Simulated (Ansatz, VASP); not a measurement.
TaN in VASP and in Ansatz

The input INCAR:

```
SYSTEM = TaN
ALGO     = Normal         ! electronic algorithm
EDIFF    = 1E-7           ! SCF threshold, eV
ENCUT    = 520            ! plane-wave cutoff, eV
GGA      = PS             ! functional
ISIF     = 2              ! what is computed and relaxed
ISMEAR   = 0              ! smearing method
LASPH    = .TRUE.         ! aspherical terms in the spheres
LCHARG   = .TRUE.         ! write CHGCAR
LELF     = .TRUE.         ! ELF
LREAL    = .FALSE.        ! projectors in reciprocal space
LVHAR    = .TRUE.       
LWAVE    = .FALSE.        ! write WAVECAR
NBANDS   = 15             ! bands
NELM     = 60             ! most SCF steps
PREC     = Accurate       ! precision mode
SIGMA    = 0.15           ! smearing width, eV
```

The input KPOINTS:

```
k-points
0
G
  18 18 16
  0 0 0
```

Contents of POSCAR:

```
TaN
1.0
    2.8875000000      0.0000000000      0.0000000000
   -1.4437500000      2.5006483534      0.0000000000
    0.0000000000      0.0000000000      3.0143000000
Ta N
1 1
Direct
    0.3333333333      0.6666666667      0.5000000000
    0.0000000000      0.0000000000      0.0000000000
```

Input for Ansatz:

```yaml
crystal:
  lattice:
    - [2.8875, 0.0, 0.0]
    - [-1.44375, 2.5006483534, 0.0]
    - [0.0, 0.0, 3.0143]
  atoms:
    - { symbol: Ta, position: [0.3333333333, 0.6666666667, 0.5] }
    - { symbol: "N", position: [0.0, 0.0, 0.0] }
basis:
  ecutwfc: 520.0
kpoints:
  mp_grid: { grid: [18, 18, 16] }
hamiltonian:
  xc: pbesol
scf:
  occupations: { method: gaussian, width: 0.15 }
output:
  forces: true
  stress: true
  eigenvalues: true
```

Alike in both runs: task single point; functional PBEsol; k mesh 18 × 18 × 16; occupations gaussian, width 0.15 eV; no spin polarisation.

|  | VASP | Ansatz |
| --- | --- | --- |
| version | VASP 6.6.1 | Ansatz 0.2.0 |
| potentials or method | VASP PAW PBE potentials, release 64 (Ta_pv, N) | scalar-relativistic, plane waves, PAW |
| plane-wave cutoff (eV) | 520 | 520 |
| valence electrons in the cell | 16 | 18 |

Ansatz gave:

```
gap on the k mesh at the Fermi level (eV)       : none
pressure (GPa)                                  : -9.0
largest component of the traceless stress (GPa) : 25.76
```

Problem. What did VASP give for the same quantities?

Solution. gap on the k mesh at the Fermi level (eV): none; pressure (GPa): -8.2; largest component of the traceless stress (GPa): 25.65.

A gap of «none» marks a metal or a gap that the smearing closes. With one functional, cell and mesh, what is left measures potentials, basis and numerics. The two sets of potentials don't hold the same shells in valence.

Caveats: the PAW data sets were made with another functional, which shifts forces and pressure a little (VASP). The runs have no spin-orbit coupling, so splittings on Ta are missing.
